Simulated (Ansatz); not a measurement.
KBr:

```
Br K
1.0
     0.00000    3.30000    3.30000
     3.30000    0.00000    3.30000
     3.30000    3.30000    0.00000
Br K
1 1
Direct
  0.50000 0.50000 0.50000
  0.00000 0.00000 0.00000
```

Base run:

```yaml
Program: Ansatz 0.2.0
Functional: HSEsol
Potentials_or_basis: Ansatz PAW
Cutoff: "420 eV (not typed: the program's choice for these potentials)"
k_mesh: 4 × 4 × 4
Occupations: fermi-dirac, width 0.05 eV
Spin: no spin polarisation
```

Its results: band gap on the k mesh 5.46 eV, direct; pressure -0.3 GPa.

Task: The run is repeated on the same cell with these changes: functional from HSEsol to PBEsol0. What comes out?

Result: Band gap on the k mesh 6.18 eV, direct; pressure -0.4 GPa.

Caveats: the PAW data sets come from PBE, with cores solved anew for the run's functional, which leaves a small shift of forces and pressure; the thresholds are loose for stress.
